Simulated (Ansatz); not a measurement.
Method: Ansatz, DFT PBE, scalar-relativistic, plane waves, PAW. Settings: cutoff 420 eV, Γ-centred meshes spaced at most about 0.3 Å⁻¹, and about 0.25 Å⁻¹ or finer for metals (2π included), Gaussian smearing. No spin polarisation.

Energies over the elements count from the elements' standard structures at the same level, with no fitted energy shifts.

All energies are static (0 K, no zero-point motion). No dispersion correction is applied, so the spacing and binding between layers, chains or molecules are poorly described (NaI3 I4/mmm). Spin–orbit coupling, which can matter for I, is left out. In NaI2 Fm-3m an odd number of electrons in the primitive cell allows no gap without spin; a larger cell or a magnetic state could open one. The reference form of I is held partly by dispersion forces, which this level lacks.

Other known phases may be missing.

Task: Which compounds of Na and I are stable? The compositions tried were Na4I, Na3I, Na2I, Na3I2, NaI, NaI2, NaI3.

Result: Stable among them, with formation energies: NaI (Fm-3m, -1.28 eV/atom). Nearest above the hull: NaI3 (115 meV/atom above the hull); Na2I (138 meV/atom above the hull); Na3I2 (192 meV/atom above the hull).

Some structure types and database cells were kept out of the candidates from the start, so a known form may be missing.
